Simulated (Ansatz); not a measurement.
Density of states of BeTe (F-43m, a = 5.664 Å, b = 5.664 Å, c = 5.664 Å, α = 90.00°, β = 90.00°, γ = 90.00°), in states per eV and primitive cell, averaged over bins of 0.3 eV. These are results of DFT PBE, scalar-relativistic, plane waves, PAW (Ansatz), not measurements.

Plane waves to 420 eV, a k mesh through Γ of 8×8×8 on the computed 2-atom cell and Gaussian smearing (0.02 eV); no spin polarisation.

The cell is relaxed at this level. The states (both spins) are summed by tetrahedra on a 12×12×12 mesh at the self-consistent density. Energies are bin centres; the table starts no lower than −8 eV and ends at 6 eV, or lower where the solved bands end.

The gap is 2.03 eV at this level, with the zero inside it.

```csv
E − E_F (eV),total,Te 5p,Be 2s,Te 5s
-6.30,0.29,0.23,0.05,0.00
-6.00,0.94,0.72,0.18,0.02
-5.70,2.60,1.87,0.63,0.06
-5.40,0.84,0.61,0.15,0.06
-5.10,0.51,0.37,0.08,0.05
-4.80,0.61,0.49,0.05,0.04
-4.50,1.19,1.03,0.07,0.04
-4.20,1.10,0.94,0.07,0.03
-3.90,1.24,1.07,0.07,0.03
-3.60,1.69,1.49,0.06,0.02
-3.30,1.74,1.53,0.05,0.02
-3.00,1.65,1.45,0.04,0.02
-2.70,1.60,1.41,0.03,0.01
-2.40,1.54,1.36,0.02,0.01
-2.10,1.18,1.05,0.01,0.01
-1.80,0.68,0.60,0.01,0.00
-1.50,0.44,0.39,0.00,0.00
-1.20,0.16,0.15,0.00,0.00
-0.90,0.00,0.00,0.00,0.00
-0.60,0.00,0.00,0.00,0.00
-0.30,0.00,0.00,0.00,0.00
0.00,0.00,0.00,0.00,0.00
0.30,0.00,0.00,0.00,0.00
0.60,0.00,0.00,0.00,0.00
0.90,0.00,0.00,0.00,0.00
1.20,0.13,0.00,0.00,0.00
1.50,0.35,0.02,0.02,0.00
1.80,0.58,0.05,0.07,0.00
2.10,0.95,0.10,0.17,0.01
2.40,1.88,0.19,0.43,0.07
2.70,2.09,0.21,0.47,0.08
3.00,1.40,0.14,0.23,0.03
3.30,1.25,0.14,0.20,0.04
3.60,2.21,0.27,0.33,0.06
3.90,1.94,0.23,0.27,0.03
4.20,1.37,0.14,0.14,0.02
4.50,1.50,0.14,0.13,0.02
4.80,1.37,0.13,0.15,0.02
5.10,1.40,0.13,0.17,0.02
5.40,1.33,0.12,0.14,0.02
5.70,1.10,0.09,0.10,0.01
```

The columns after the total are the Löwdin projections on the occupied valence shells of the potentials. The rest of the total lies in shells that are empty in the free atom, which aren't projected, and between the atoms.

Spin-orbit coupling is left out, which matters for the bands of heavy elements.